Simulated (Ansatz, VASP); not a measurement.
ZnS: VASP beside Ansatz

```
Zn S
1.0
     0.00000    2.72115    2.72115
     2.72115    0.00000    2.72115
     2.72115    2.72115    0.00000
Zn S
1 1
Direct
  0.00000 0.00000 0.00000
  0.75000 0.75000 0.75000
```

Alike in both runs: functional PBE; k mesh 10 × 10 × 10; occupations gaussian, width 0.02 eV; no spin polarisation.

Ansatz relaxed the structure, and its values are those at the end. VASP's run is a single point on that final structure, the one shown.

```csv
,VASP,Ansatz
version,VASP 6.6.1,Ansatz 0.2.0
potentials or method,"VASP PAW PBE potentials, release 64 (Zn, S)","scalar-relativistic, plane waves, PAW"
plane-wave cutoff (eV),520,420
valence electrons in the cell,18,18
```

Ansatz gave:

```
gap on the k mesh at the Fermi level (eV) : 2.02
least direct gap on the mesh (eV)         : 2.02
pressure (GPa)                            : 0.0
```

Which values does VASP return?

gap on the k mesh at the Fermi level (eV): 2.02; least direct gap on the mesh (eV): 2.02; pressure (GPa): 0.2.

With one functional, cell and mesh, what is left measures potentials, basis and numerics.

As with any semilocal functional, this PBE gap is likely too small.
